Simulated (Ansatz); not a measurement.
**PbF2 (Fm-3m, relaxed from a CdCl2 start): equation of state and elastic constants**

The task here is to estimate one member of a computed series from the others.

Computed with Ansatz 0.2.0 (DFT PBE, scalar-relativistic, plane waves, PAW, unless a step's input says otherwise).

1 further run of the same task is left out (it didn't finish). Runs told in other sessions of the task aren't counted.

## The structure to begin with

It takes space group Fm-3m (No. 225, cubic). Conventional cell: a = 6.001 Å, b = 6.001 Å, c = 6.001 Å, α = 90.00°, β = 90.00°, γ = 90.00°. Pb (site symmetry m-3m) has 8 F at 2.60 Å in its first shell of neighbours. F (site symmetry -43m) has 4 Pb at 2.60 Å in its first shell of neighbours.

As a file:

```cif
data_structure
_symmetry_space_group_name_H-M 'P 1'
_symmetry_Int_Tables_number 1
_cell_length_a 4.2441
_cell_length_b 4.2441
_cell_length_c 4.2441
_cell_angle_alpha 59.971
_cell_angle_beta 59.971
_cell_angle_gamma 59.971
_cell_volume 54.02
loop_
_atom_site_label
_atom_site_type_symbol
_atom_site_fract_x
_atom_site_fract_y
_atom_site_fract_z
_atom_site_occupancy
Pb1 Pb 0.00000 0.00000 0.00000 1
F1 F 0.24995 0.24995 0.24995 1
F2 F 0.75005 0.75005 0.75005 1
```

An earlier run at PBE left this cell at 18.006 Å³/atom and 0.00 GPa (10×10×10 mesh).

Volume factors to run: 0.980, 1.020, 0.960, 1.040, 1.070, 1.100, 0.945.

The first run:

input.yaml

```yaml
crystal:
  lattice:
    - [2.1068482961, 1.2163894309, 3.4427620692]
    - [-2.1068482961, 1.2163894309, 3.4427620692]
    - [0.0, -2.4327788618, 3.4427620692]
  atoms:
    - { symbol: Pb, position: [0.0, 0.0, 0.0] }
    - { symbol: F, position: [0.2499510902, 0.2499510902, 0.2499510902] }
    - { symbol: F, position: [0.7500489098, 0.7500489098, 0.7500489098] }
basis:
  ecutwfc: 420
  ecutrho_ratio: 4
kpoints:
  mp_grid: { grid: [10, 10, 10] }
hamiltonian:
  xc: pbe
scf:
  occupations: { method: gaussian, width: 0.05 }
output:
  forces: true
  stress: true
  eigenvalues: true
relax:
  f_tol: 0.01
  max_steps: 40
  cell: { stress_tol: 0.1, fix: [volume] }
```

The run is started by

```console
$ ansatz run input.yaml --threads 2 --pin off --max-ram 2662MiB --backend cpu --events-out ev --progress --plain --runs-dir out
```

Among the steps run: Volume × 0.980; At 1.020 of the relaxed volume; Scaling the volume by 0.960; At 1.040 of the relaxed volume; Scaling the volume by 1.070; Scaling the volume by 1.100; At 0.945 of the relaxed volume.

One of the session's tables, all rows but one given; the rest of the session is left out.

It belongs to the step «Energy and pressure against volume». 

```
volume (Å³/atom)  energy (meV/atom)  pressure (GPa)  gap (eV)
          17.016              12.64            4.31      4.43
          17.286               6.50            3.00      4.43
          17.646               1.57            1.41      4.43
          18.006               0.00            0.00      4.43
          18.366                  ?               ?         ?
          18.726               5.54           -2.37      4.40
          19.266              16.04           -3.83      4.37
          19.807              31.08           -5.05      4.34
```

Estimate the missing values for volume (Å³/atom) = 18.366.

Worked estimate for «energy (meV/atom)». A straight line through the neighbours (18.006, 0.00) and (18.726, 5.54) gives 0.00 + (5.54 − 0.00) × (18.366 − 18.006) / (18.726 − 18.006) = 2.77; a parabola fitted to 4 rows on both sides gives 1.50.

As computed: energy (meV/atom): 1.43; pressure (GPa): -1.25; gap (eV): 4.42. In «energy (meV/atom)» the line misses by +1.34 and the parabola by +0.07.
